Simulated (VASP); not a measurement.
# Sr (P6_3/mmc) in VASP: a series of runs

One crystal, Sr, is run at these levels: PBE; tasks: single point.

Program: VASP 6.6.1. These are calculated values, not measurements. Logs are shortened: lines on timing, memory, paths and dates and some standing lists are left out, and cuts for length are marked.

## (1) The structure

It takes space group P6_3/mmc (No. 194, hexagonal). The conventional cell has a = 4.310 Å, b = 4.310 Å, c = 7.050 Å, α = 90.00°, β = 90.00°, γ = 120.00°. Sr (site symmetry -6m2) is surrounded by 12 Sr at 4.31 Å.

This isn't the form of Sr at room conditions, which is fcc.

## (2) Single point, PBE

Input file INCAR:

```
SYSTEM = Sr
  ADDGRID = .False.
  ALGO = Normal
  EDIFF = 1E-6
  ENCUT = 250
  GGA = PE
  ISIF = 2
  ISMEAR = 0
  LASPH = .True.
  LCHARG = .False.
  LREAL = .False.
  LWAVE = .False.
  NBANDS = 17
  NELM = 100
  PREC = Accurate
  SIGMA = 0.15
```

Input file KPOINTS:

```
k-points
0
Gamma
  2 2 1
  0 0 0
```

Input file POSCAR:

```
Sr
1.0
    4.3100000000      0.0000000000      0.0000000000
   -2.1550000000      3.7325694903      0.0000000000
    0.0000000000      0.0000000000      7.0500000000
Sr
2
Direct
    0.6666666667      0.3333333333      0.7500000000
    0.3333333333      0.6666666667      0.2500000000
```

Potentials or basis: VASP PAW PBE potentials, release 64 (Sr_sv).

Command:

```sh
cat potpaw_PBE.64/Sr_sv/POTCAR > POTCAR
mpirun -np 1 vasp_std > vasp.out
```

OUTCAR:

```text
SYSTEM = Sr
   EDIFF = 1E-6
   ENCUT = 250
   GGA = PE
   ISIF = 2
   ISMEAR = 0
   LASPH = .True.
   LREAL = .False.
   NELM = 100
   PREC = Accurate

 Found      2 irreducible k-points:

 Following reciprocal coordinates:
            Coordinates               Weight
  0.000000  0.000000  0.000000      1.000000
  0.500000  0.000000  0.000000      3.000000
   k-points           NKPTS =      2   k-points in BZ     NKDIM =      2   number of bands    NBANDS=     17
   number of dos      NEDOS =    301   number of ions     NIONS =      2
   total plane-waves  NPLWV =  20736
   dimension x,y,z NGX =    24 NGY =   24 NGZ =   36
   dimension x,y,z NGXF=    48 NGYF=   48 NGZF=   72
   ions per type =               2
   NGX,Y,Z   is equivalent  to a cutoff of   9.26,  9.26,  8.49 a.u.
   NGXF,Y,Z  is equivalent  to a cutoff of  18.51, 18.51, 16.98 a.u.
 SYSTEM =  Sr
   PREC   = accura    normal or accurate (medium, high low for compatibility)
   ISTART =      0    job   : 0-new  1-cont  2-samecut
   ICHARG =      2    charge: 1-file 2-atom 10-const
   ISPIN  =      1    spin polarized calculation?
   LNONCOLLINEAR =      F non collinear calculations
   LSORBIT =      F    spin-orbit coupling
   LASPH  =      T    aspherical Exc in radial PAW
   ENCUT  =  250.0 eV  18.37 Ry    4.29 a.u.   5.56  5.56  9.09*2*pi/ulx,y,z
   NELM   =    100;   NELMIN=  2; NELMDL= -5     # of ELM steps
   EDIFF  = 0.1E-05   stopping-criterion for ELM
   LREAL  =      F    real-space projection
   EDIFFG = 0.1E-04   stopping-criterion for IOM
   NSW    =      0    number of steps for IOM
   IBRION =     -1    ionic relax: 0-MD 1-quasi-New 2-CG
   NFREE  =      0    steps in history (QN), initial steepest desc. (CG)
   ISIF   =      2    stress and relaxation
   ISYM   =      2    0-nonsym 1-usesym 2-fastsym
   POTIM  = 0.5000    time-step for ionic-motion
   TEBEG  =    0.0;   TEEND  =   0.0 temperature during run
   PSTRESS=    0.0 pullay stress
   NELECT =      20.0000    total number of electrons
   NUPDOWN=      -1.0000    fix difference up-down
   EMIN   =  10.00;   EMAX   =-10.00  energy-range for DOS
   EFERMI =   0.00;   METHOD = LEGACY
   ISMEAR =     0;   SIGMA  =   0.15  broadening in eV -4-tet -1-fermi 0-gaus
   EFERMI_NEDOS =   21; number of points for ismear=-14 and -15
   IALGO  =     38    algorithm
   IMIX   =      4    mixing-type and parameters
     AMIX     =   0.40;   BMIX     =  1.00
     AMIX_MAG =   1.60;   BMIX_MAG =  1.00
  volume/ion in A,a.u.               =      56.71       382.68
  Fermi-wavevector in a.u.,A,eV,Ry     =   0.918037  1.734838 11.466874  0.842791
  Thomas-Fermi vector in A             =   2.043073
   LORBIT       =      0    0 simple, 1 ext, 2 COOP (PROOUT), +10 PAW based schemes
   GGA     = PE    functional components
   LHFCALC =     F    Hartree Fock is set to
   AEXX    =    0.0000 exact exchange contribution
   IVDW    =     0    specifies the selected vdW correction
   LEPSILON=     F    determine dielectric tensor
   LRPA    =     F    only Hartree local field effects (RPA)
 non-spin polarized calculation
 Gauss-broadening in eV      SIGMA  =   0.15
  energy-cutoff  :      250.00
  volume of cell :      113.42
 maximum number of plane-waves:      1039
 NGX is ok and might be reduce to    24
   NGX = 11   NGY = 11   NGZ = 19

 number of electron      20.0000003 magnetization

 Free energy of the ion-electron system (eV)
  ---------------------------------------------------
  ext. energy  EPLUGINS =         0.00000000
  ---------------------------------------------------
  free energy    TOTEN  =        -3.15863359 eV

  energy without entropy =       -3.15454322  energy(sigma->0) =       -3.15658840

 E-fermi :   1.2387     XC(G=0):  -7.2548

 val. band max:        0.9616522300   @ k =   0.5000   0.0000   0.0000
 cond. band min:       1.4824232430   @ k =   0.0000   0.0000   0.0000
 fundamental gap:      0.5207710130
 Fermi energy:         1.2387233611

 k-point     1 :       0.0000    0.0000    0.0000
  band No.  band energies     occupation
      1     -35.2032      2.00000
      2     -35.1912      2.00000
      3     -17.3430      2.00000
      4     -17.1697      2.00000
      5     -17.0746      2.00000
      6     -17.0746      2.00000
      7     -17.0510      2.00000
      8     -17.0510      2.00000
      9      -2.1202      2.00000
     10       0.3874      2.00000
     11       1.4824      0.02158
     12       3.6895      0.00000
     13       3.8001      0.00000
     14       3.8001      0.00000
     15       4.1953      0.00000
     16       4.1953      0.00000
     17       4.6237      0.00000

 k-point     2 :       0.5000    0.0000    0.0000
  band No.  band energies     occupation
      1     -35.1912      2.00000
      2     -35.1872      2.00000
      3     -17.2664      2.00000
      4     -17.2105      2.00000
      5     -17.2091      2.00000
      6     -17.1821      2.00000
      7     -17.1145      2.00000
      8     -17.0751      2.00000
      9       0.3585      2.00000
     10       0.9617      1.99101
     11       1.5698      0.00180
     12       1.7383      0.00000
     13       2.7351      0.00000
     14       3.3516      0.00000
     15       3.6311      0.00000
     16       5.6471      0.00000
     17       6.2815      0.00000

------------------------ aborting loop because EDIFF is reached ----------------------------------------

  FORCE on cell =-STRESS in cart. coord.  units (eV):
  Direction    XX          YY          ZZ          XY          YZ          ZX
  --------------------------------------------------------------------------------------
  -------------------------------------------------------------------------------------
  Total        0.8936069      0.8936069     -2.6849756      0.0000000      0.0000000      0.0000000
  in kB       12.6235883     12.6235883    -37.9294584      0.0000000      0.0000000      0.0000000
  external PRESSURE =      -4.2274272 kB  Pullay stress =       0.0000000 kB

 VOLUME and BASIS-vectors are now :
 -----------------------------------------------------------------------------
  energy-cutoff  :      250.00
  volume of cell :      113.42
      direct lattice vectors                 reciprocal lattice vectors
     4.310000000  0.000000000  0.000000000     0.232018561  0.133955979  0.000000000
    -2.155000000  3.732569490  0.000000000     0.000000000  0.267911958  0.000000000
     0.000000000  0.000000000  7.050000000     0.000000000  0.000000000  0.141843972

 POSITION                                       TOTAL-FORCE (eV/Angst)
 -----------------------------------------------------------------------------------
      2.15500      1.24419      5.28750         0.000000     -0.000000      0.000000
     -0.00000      2.48838      1.76250        -0.000000      0.000000      0.000000
 -----------------------------------------------------------------------------------
    total drift:                                0.000000     -0.000000      0.000000

  FREE ENERGIE OF THE ION-ELECTRON SYSTEM (eV)
  ---------------------------------------------------
  free  energy   TOTEN  =        -3.1586335877 eV

  energy  without entropy=       -3.1545432220  energy(sigma->0) =       -3.15658840
```

It took 2.1 s on 1 thread of Intel Xeon 6975P-C (Granite Rapids), shared host; peak memory 0.14 GiB.

The run converged, but some of its settings lie outside the range that counts as converged, so its numbers aren't taken as properties of the crystal.

Results:

```
Free energy : -3.1586 eV
```

Caveat: the k mesh is coarse (spacing up to 0.89 Å⁻¹), so the values aren't converged; the cutoff is under 1.25 times the usual one of these potentials, so pressure, stress and relaxed cells hold a basis-set (Pulay) error; the mesh shows a gap though the element is a metal.

## (3) Single point, PBE

INCAR is that of step 2.

KPOINTS is that of step 2.

Input file POSCAR:

```
Sr
1.0
    4.3100000000      0.0000000000      0.0000000000
   -2.1550000000      3.7325694903      0.0000000000
    0.0000000000      0.0000000000      7.0500000000
Sr
2
Direct
    0.6432960000      0.3178180000      0.7464440000
    0.3199860000      0.6535770000      0.2508690000
```

Potentials or basis: VASP PAW PBE potentials, release 64 (Sr_sv).

Command:

```sh
cat potpaw_PBE.64/Sr_sv/POTCAR > POTCAR
mpirun -np 1 vasp_std > vasp.out
```

It took 2.5 s on 1 thread of Intel Xeon 6975P-C (Granite Rapids), shared host; peak memory 0.14 GiB.

These settings aren't checked as converged: the numbers below hold their error.

What came out:

```
Free energy   : -3.1580 eV
Largest force : 0.028 eV/Å
```

Caveat: the k mesh is coarse (spacing up to 0.89 Å⁻¹), so the values aren't converged; the cutoff is under 1.25 times the usual one of these potentials, so pressure, stress and relaxed cells hold a basis-set (Pulay) error; the mesh shows a gap though the element is a metal.

## (4) Single point, PBE

Edit INCAR of step 3 so:

```diff
@@ -4,3 +4,3 @@
   EDIFF = 1E-6
-  ENCUT = 250
+  ENCUT = 300
   GGA = PE
```

KPOINTS is that of step 3.

Input file POSCAR:

```
Sr
1.0
    4.3100000000      0.0000000000      0.0000000000
   -2.1550000000      3.7325694903      0.0000000000
    0.0000000000      0.0000000000      7.0500000000
Sr
2
Direct
    0.6666666667      0.3333333333      0.7500000000
    0.3333333333      0.6666666667      0.2500000000
```

Command:

```sh
cat potpaw_PBE.64/Sr_sv/POTCAR > POTCAR
mpirun -np 1 vasp_std > vasp.out
```

Run time: 2.4 s. Hardware: 1 thread of Intel Xeon 6975P-C (Granite Rapids), shared host; peak memory 0.14 GiB.

The run converged, but some of its settings lie outside the range that counts as converged, so its numbers aren't taken as properties of the crystal.

Results:

```yaml
Free_energy: -3.1582 eV
Pressure: -0.3 GPa
```

Caveat: the k mesh is coarse (spacing up to 0.89 Å⁻¹), so the values aren't converged; the mesh shows a gap though the element is a metal.

## (5) The reference run

An earlier run on the cell as given: functional PBE; potentials or basis VASP PAW PBE potentials, release 64 (Sr_sv); cutoff 520 eV; k mesh 7 × 7 × 4; occupations fermi-dirac, width 0.05 eV; no spin polarisation.

- Pressure: -0.3 GPa
- Band gap on the k mesh: none (metal or under the smearing width)
